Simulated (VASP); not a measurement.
# AlN (P6_3mc) in VASP: further runs, part 2 of 2

VASP 6.6.1.

## 3. Equation of state, revPBE (atoms moved at random, drawn with an rms of 0.02 Å)

The input, run.py:

```python
from ase import Atoms
from ase.calculators.vasp import Vasp
from ase.eos import EquationOfState
from ase.io import Trajectory
from ase.units import GPa

atoms = Atoms(
    ['Al', 'Al', 'N', 'N'],
    cell=[[3.113, 0.0, 0.0], [-1.5565, 2.695937082, 0.0], [0.0, 0.0, 4.981]],
    scaled_positions=[[0.666912, 0.336236, 0.499843], [0.326894, 0.667847, -0.00186], [0.669661, 0.33311, 0.877958], [0.336942, 0.669296, 0.382852]],
    pbc=True,
)
calc = Vasp(
    directory='calc',
    xc='revpbe',
    pp='PBE',
    setups='recommended',
    prec='Accurate',
    encut=520,
    ediff=1e-06,
    ismear=0,
    sigma=0.05,
    lreal=False,
    lasph=True,
    nelm=60,
    algo='Normal',
    isif=2,
    lwave=False,
    lcharg=False,
    kpts=[10, 10, 6],
    gamma=True,
)
atoms.calc = calc
cell = atoms.cell.copy()
volumes, energies = [], []
traj = Trajectory('eos.traj', 'w')
for x in [0.94, 0.96, 0.98, 1.0, 1.02, 1.04, 1.06]:
    atoms.set_cell(cell * x ** (1 / 3), scale_atoms=True)
    volumes.append(atoms.get_volume())
    energies.append(atoms.get_potential_energy())
    traj.write(atoms)
    print(f'{x:5.2f} {volumes[-1]:12.5f} {energies[-1]:14.6f}')

v0, e0, B = EquationOfState(volumes, energies, eos='birchmurnaghan').fit()
print(f'V0 = {v0:.4f} A^3, E0 = {e0:.6f} eV, B = {B / GPa:.2f} GPa')
```

Potentials or basis: VASP PAW PBE potentials, release 64 (Al, N).

The run is started by

```sh
> python run.py
```

Output:

```text
0.94     39.29464     -28.337307
 0.96     40.13069     -28.431754
 0.98     40.96675     -28.499325
 1.00     41.80280     -28.542442
 1.02     42.63886     -28.563406
 1.04     43.47492     -28.564227
 1.06     44.31097     -28.546734
V0 = 43.0893 A^3, E0 = -28.566230 eV, B = 188.82 GPa
```

OUTCAR:

```text
ENCUT = 520.000000
   EDIFF = 1.00e-06
   GGA = RE
   PREC = Accurate
   ISIF = 2
   ISMEAR = 0
   NELM = 60
   LASPH = .TRUE.
   LREAL = .FALSE.

 ion  position               nearest neighbor table
   1  0.667  0.336  0.500-   4 1.92   3 1.92   4 1.93   4 1.94   2 3.11   2 3.13   2 3.13   2 3.13
                             2 3.14   2 3.15
   2  0.327  0.668  0.998-   3 1.91   3 1.93   4 1.95   3 1.96   1 3.11   1 3.13   1 3.13   1 3.13
                             1 3.14   1 3.15
   3  0.670  0.333  0.878-   2 1.91   1 1.92   2 1.93   2 1.96
   4  0.337  0.669  0.383-   1 1.92   1 1.93   1 1.94   2 1.95

  LATTYP: Found a hexagonal cell.
 ALAT       =     3.1740547162
 C/A-ratio  =     1.6000642467

  Lattice vectors:

 A1 = (   3.1740547162,   0.0000000000,   0.0000000000)
 A2 = (  -1.5870273581,   2.7488120173,   0.0000000000)
 A3 = (   0.0000000000,   0.0000000000,   5.0786914685)

Analysis of symmetry for initial positions (statically):
=====================================================================
 Subroutine PRICEL returns:
 Original cell was already a primitive cell.

 Routine SETGRP: Setting up the symmetry group for a
 hexagonal supercell.

 Subroutine GETGRP returns: Found  1 space group operations
 (whereof  1 operations were pure point group operations)
 out of a pool of 24 trial point group operations.

The static configuration has the point symmetry C_1 .

Analysis of symmetry for dynamics (positions and initial velocities):
=====================================================================
 Subroutine PRICEL returns:
 Original cell was already a primitive cell.

 Routine SETGRP: Setting up the symmetry group for a
 hexagonal supercell.

 Subroutine GETGRP returns: Found  1 space group operations
 (whereof  1 operations were pure point group operations)
 out of a pool of 24 trial point group operations.

The dynamic configuration has the point symmetry C_1 .

 Subroutine INISYM returns: Found  1 space group operations
 (whereof  1 operations are pure point group operations),
 and found     1 'primitive' translations

----------------------------------------------------------------------------------------

                                     Primitive cell

  volume of cell :      44.3110

  direct lattice vectors                    reciprocal lattice vectors
     3.174054716  0.000000000  0.000000000     0.315054430  0.181896760  0.000000000
    -1.587027358  2.748812017  0.000000000     0.000000000  0.363793520  0.000000000
     0.000000000  0.000000000  5.078691468     0.000000000  0.000000000  0.196901112

  length of vectors
[... 97 lines left out ...]
   NELECT =      16.0000    total number of electrons
   NUPDOWN=      -1.0000    fix difference up-down
   EMIN   =  10.00;   EMAX   =-10.00  energy-range for DOS
   EFERMI =   0.00;   METHOD = LEGACY
   ISMEAR =     0;   SIGMA  =   0.05  broadening in eV -4-tet -1-fermi 0-gaus
   EFERMI_NEDOS =   21; number of points for ismear=-14 and -15
   IALGO  =     38    algorithm
   IMIX   =      4    mixing-type and parameters
     AMIX     =   0.40;   BMIX     =  1.00
     AMIX_MAG =   1.60;   BMIX_MAG =  1.00
  volume/ion in A,a.u.               =      11.08        74.76
  Fermi-wavevector in a.u.,A,eV,Ry     =   1.165765  2.202977 18.490431  1.359008
  Thomas-Fermi vector in A             =   2.302287
   LORBIT       =      0    0 simple, 1 ext, 2 COOP (PROOUT), +10 PAW based schemes
   GGA     = RE    functional components
   LHFCALC =     F    Hartree Fock is set to
   AEXX    =    0.0000 exact exchange contribution
   IVDW    =     0    specifies the selected vdW correction
   LEPSILON=     F    determine dielectric tensor
   LRPA    =     F    only Hartree local field effects (RPA)
 non-spin polarized calculation
 Gauss-broadening in eV      SIGMA  =   0.05
  energy-cutoff  :      520.00
  volume of cell :       44.31
 maximum number of plane-waves:      1208
   NGX = 11   NGY = 11   NGZ = 19

 number of electron      16.0000002 magnetization

 Free energy of the ion-electron system (eV)
  ---------------------------------------------------
  ext. energy  EPLUGINS =         0.00000000
  ---------------------------------------------------
  free energy    TOTEN  =       -28.54673448 eV

  energy without entropy =      -28.54673448  energy(sigma->0) =      -28.54673448

 E-fermi :   5.9150     XC(G=0): -10.5598

 val. band max:        5.6895136329   @ k =   0.0000   0.0000   0.0000
 cond. band min:       9.4162963493   @ k =   0.0000   0.0000   0.0000
 fundamental gap:      3.7267827165
 Fermi energy:         5.9150320740

 k-point     1 :       0.0000    0.0000    0.0000
  band No.  band energies     occupation
      1      -9.1881      2.00000
      2      -7.2346      2.00000
      3      -0.0237      2.00000
      4       4.8208      2.00000
      5       4.8721      2.00000
      6       5.4675      2.00000
      7       5.5044      2.00000
      8       5.6895      2.00000
      9       9.4163      0.00000
     10      11.9026      0.00000
     11      15.8851      0.00000
     12      16.4875      0.00000
[... 331 lines left out ...]
 k-point    24 :       0.1000    0.2000    0.0000
  band No.  band energies     occupation
      1      -8.4224      2.00000
      2      -6.8729      2.00000
      3       0.9426      2.00000
      4       2.3967      2.00000
      5       2.9274      2.00000
      6       4.1599      2.00000
      7       5.0577      2.00000
      8       5.2137      2.00000
      9      11.7658      0.00000
     10      13.3504      0.00000
     11      13.4824      0.00000
     12      14.7941      0.00000

 [... further k-points ...]
[... 5 lines left out ...]
  --------------------------------------------------------------------------------------
  -------------------------------------------------------------------------------------
  Total       -1.5279959     -1.4822666     -1.1931809      0.1307812     -0.0080285      0.1635994
  in kB      -55.2486258    -53.5951648    -43.1425292      4.7287304     -0.2902918      5.9153563
  external PRESSURE =     -50.6621066 kB  Pullay stress =       0.0000000 kB

 VOLUME and BASIS-vectors are now :
 -----------------------------------------------------------------------------
  energy-cutoff  :      520.00
  volume of cell :       44.31
      direct lattice vectors                 reciprocal lattice vectors
     3.174054716  0.000000000  0.000000000     0.315054430  0.181896760  0.000000000
    -1.587027358  2.748812017  0.000000000     0.000000000  0.363793520  0.000000000
     0.000000000  0.000000000  5.078691468     0.000000000  0.000000000  0.196901112

 POSITION                                       TOTAL-FORCE (eV/Angst)
 -----------------------------------------------------------------------------------
      1.58320      0.92425      2.53855         0.135447     -0.026834     -0.123480
     -0.02231      1.83579      5.06925         0.406952     -0.012092      0.095899
      1.59689      0.91566      4.45888        -0.370461      0.039205      0.301280
      0.00728      1.83977      1.94439        -0.171938     -0.000279     -0.273699
 -----------------------------------------------------------------------------------
    total drift:                               -0.000239     -0.000075      0.000201

  FREE ENERGIE OF THE ION-ELECTRON SYSTEM (eV)
  ---------------------------------------------------
  free  energy   TOTEN  =       -28.5467344764 eV

  energy  without entropy=      -28.5467344764  energy(sigma->0) =      -28.54673448
```

INCAR:

```text
ENCUT = 520.000000
SIGMA = 0.050000
EDIFF = 1.00e-06
ALGO = Normal
GGA = RE
PREC = Accurate
ISIF = 2
ISMEAR = 0
NELM = 60
LASPH = .TRUE.
LCHARG = .FALSE.
LWAVE = .FALSE.
LREAL = .FALSE.
```

It took 12 min on 1 thread of AMD EPYC 7R13 (Zen 3), shared host; peak memory 0.23 GiB.

Results:

```yaml
Equilibrium_volume: 10.77 Å³/atom
Bulk_modulus_at_fixed_shape_and_positions: 189 GPa
Pressure_derivative_of_the_bulk_modulus: 3.9
```

Energy against volume, from the lowest point:
| volume (Å³/atom) | energy (meV/atom) |
| --- | --- |
| 9.824 | 56.73 |
| 10.033 | 33.12 |
| 10.242 | 16.23 |
| 10.451 | 5.45 |
| 10.660 | 0.21 |
| 10.869 | 0.00 |
| 11.078 | 4.37 |

Caveat: the cell was scaled at fixed shape and fractional positions, which overstates the stiffness of a crystal with free parameters, most of all of layers and chains; the PAW data sets were made with another functional, which shifts forces and pressure a little.

## 4. Comparison with measurements

Step 2. A measured gap of AlN is 6.034 eV (an exciton energy, a little under the gap; 10 K; quoted in “Self-assembly of well-separated AlN nanowires directly on sputtered metallic TiN films”, 2019, arxiv:1910.07391); the calculated 4.90 eV misses it by -1.14 eV. 2 values of this kind are on record (6.034 to 6.0343 eV); this one was drawn at random. The value is that of r2SCAN+D3(BJ) on a finite k mesh, which can miss the band edges, without temperature or zero-point motion.
